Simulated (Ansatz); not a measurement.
An element in the sc structure gives these cold pressures by all-electron LAPW under PBE (Ansatz 0.2.0, scalar-relativistic, no spin polarisation).

```
V (Å³/atom)  P (GPa)
      29.81    -0.05
      26.23     3.33
      23.25    10.84
      20.27     27.6
      17.29     66.1
      14.90    134.6
      12.82    256.4
```

(1) Which element is it?

Answers

(1) Hg. Its zero-pressure volume in this structure is near 29.8 Å³/atom; the volume and the steepness of P(V) together point to it, though neighbours can come close. Neighbours weren't tried against these numbers.
